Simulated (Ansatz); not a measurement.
**Two states of Eu**

```xyz
4
Lattice="3.7264 0.0000 0.0000 -1.8632 3.2272 0.0000 0.0000 0.0000 12.0771" Properties=species:S:1:pos:R:3 pbc="T T T"
Eu   -0.0002    2.1516    3.0193
Eu    1.8630    1.0756    9.0578
Eu    0.0000    0.0000    0.0000
Eu    0.0000    0.0000    6.0386
```

Level: PBE; 420 eV; 7×7×2 Γ-centred mesh; fermi-dirac occupations (width 0.1 eV); Ansatz 0.2.0, fixed geometry.

State A: Eu1 up, Eu2 up, Eu3 up, Eu4 up (collinear spin). State B: Eu1 up, Eu2 down, Eu3 up, Eu4 down (collinear spin).

Problem. Compare the two self-consistent states.

Solution. State A is lower by 6.0 meV an atom at zero smearing; in free energy at this smearing B lies +4.6 meV an atom from A. So small a gap isn't resolved on this mesh where a state is a metal.

```tsv
state	free energy (meV/atom)	largest moment in a small sphere (μB)	net moment (μB/cell)	gap on mesh (eV)	pressure (GPa)	largest force (eV/Å)
A	0.0	7.14	30.02	metal	2.5	0.00
B	4.6	7.12	0.00	metal	2.5	0.15
```

Origin: a known structure type with other elements, at an estimated volume, so it need not be a known compound. Caveats: f shells without a U or exact exchange are poorly placed.
